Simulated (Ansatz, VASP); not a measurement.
**MgH2: VASP beside Ansatz**

```xyz
6
Lattice="4.4837 0.0000 0.0000 0.0000 4.4837 0.0000 0.0000 0.0000 2.9983" Properties=species:S:1:pos:R:3 pbc="T T T"
H     1.3720    1.3720    0.0000
H     0.8698    3.6138    1.4992
H     3.1117    3.1117    0.0000
H     3.6138    0.8698    1.4992
Mg    0.0000    0.0000    0.0000
Mg    2.2418    2.2418    1.4992
```

Alike in both runs: task single point; functional PBE; k mesh 4 × 4 × 6; no spin polarisation.

```csv
,VASP,Ansatz
version,VASP 6.6.1,Ansatz 0.2.0
potentials or method,"VASP PAW PBE potentials, release 64 (H, Mg)",PAW plane waves
plane-wave cutoff (eV),520,420
occupations,"fermi-dirac, width 0.1 eV",fermi-dirac
valence electrons in the cell,8,24
```

|  | VASP | Ansatz | Ansatz less VASP |
| --- | --- | --- | --- |
| gap on the k mesh at the Fermi level (eV) | 3.96 | 3.98 | +0.011 |
| pressure (GPa) | 0.8 | 1.1 | +0.29 |
| largest component of the traceless stress (GPa) | 0.14 | 0.19 | +0.051 |
| rms of the force components (eV/Å) | 0.032 | 0.032 | -0.0003 |

Atom by atom the forces differ by 0.000 eV/Å (rms over components). The two sets of potentials don't hold the same shells in valence.

A k mesh can miss the band edges. PBE gaps usually lie below the measured ones, often by a third to a half.
